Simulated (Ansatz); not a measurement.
# O (fcc type): how the settings move a single-point run

Aim: see which settings change the result for O (fcc type), by how much, and at what cost.

Method: reference: DFT, LDA, all-electron LAPW, scalar-relativistic, in Ansatz 0.2.0.

## Step 1: The system as given

It takes space group Fm-3m (No. 225, cubic). The conventional cell has a = 2.723 Å, b = 2.723 Å, c = 2.723 Å, α = 90.00°, β = 90.00°, γ = 90.00°. O (site symmetry m-3m) has 12 O at 1.93 Å in its first shell of neighbours.

Coordinates:

```xyz
1
Lattice="0.0000 1.3613 1.3613 1.3613 0.0000 1.3613 1.3613 1.3613 0.0000" Properties=species:S:1:pos:R:3 pbc="T T T"
O     0.0000    0.0000    0.0000
```

## Step 2: Baseline

Input file input.yaml:

```yaml
crystal:
  lattice:
    - [0.0, 1.3612722112, 1.3612722112]
    - [1.3612722112, 0.0, 1.3612722112]
    - [1.3612722112, 1.3612722112, 0.0]
  atoms:
    - { symbol: O, position: [0.0, 0.0, 0.0] }
kpoints:
  mp_grid: { grid: [18, 18, 18] }
scf:
  occupations: { method: fermi_dirac, width: 0.08 }
hamiltonian:
  xc: lda
  pseudopotentials: { kind: all_electron, lapw: { basis_error: 0.001 } }
output:
  forces: true
  stress: true
  eigenvalues: true
  populations: true
```

Command:

```console
$ ansatz run input.yaml --threads 1 --pin off --max-ram 2048MiB --backend cpu --events-out ev --progress --plain --runs-dir out
```

## Step 3: Changed: mp_grid.grid [6, 6, 6], occupations.method tetrahedron, xc pbe, width left out

input.yaml, as its differences from that of step 2:

```diff
@@ -8,7 +8,7 @@
 kpoints:
-  mp_grid: { grid: [18, 18, 18] }
+  mp_grid: { grid: [6, 6, 6] }
 scf:
-  occupations: { method: fermi_dirac, width: 0.08 }
+  occupations: { method: tetrahedron }
 hamiltonian:
-  xc: lda
+  xc: pbe
   pseudopotentials: { kind: all_electron, lapw: { basis_error: 0.001 } }
```

## Step 4: Changing settings: preconditioner none

input.yaml, as its differences from that of step 2:

```diff
@@ -11,2 +11,3 @@
   occupations: { method: fermi_dirac, width: 0.08 }
+  mixing: { preconditioner: none }
 hamiltonian:
```

**Question.** What will these runs give? Wanted: for each run, ending; energy change; pressure; gap; force.

**Answer**, as computed:

```csv
run,ending,energy change,pressure (GPa),gap (eV),force (eV/Å),cycles,time
reference,converged,0,154.5,0.00,0.00,4,5.8 s
"1: mp_grid.grid [6, 6, 6], occupations.method tetrahedron, xc pbe, width left out",converged,not comparable,188.0,0.00,0.00,5,0.94 s
2: preconditioner none,converged,0.0 meV/atom,154.5,0.00,0.00,4,6.1 s
```

Residual by cycle in the longest SCF loop of each run; runs are numbered as in the table. The quantity is the density residual dr2, in eV.

```csv
cycle,reference,run 1,run 2
1,0.00682,0.00733,0.00682
2,0.001,0.00114,0.001
3,6.0e-5,6.9e-5,6.0e-5
4,8.0e-9,2.1e-8,8.0e-9
5,-,5.6e-10,-
```

**Reading.** «preconditioner none» leaves the energy as it was. Semilocal functionals close small gaps, so the missing gap need not be the real solid's. Of the variants the dearest is «preconditioner none» (6.1 s), the cheapest «mp_grid.grid [6, 6, 6], occupations.method tetrahedron, xc pbe, width left out» (0.94 s), on a shared host. The structure is not at rest: the sound run finds 154 GPa, so these are no properties of the relaxed crystal. 
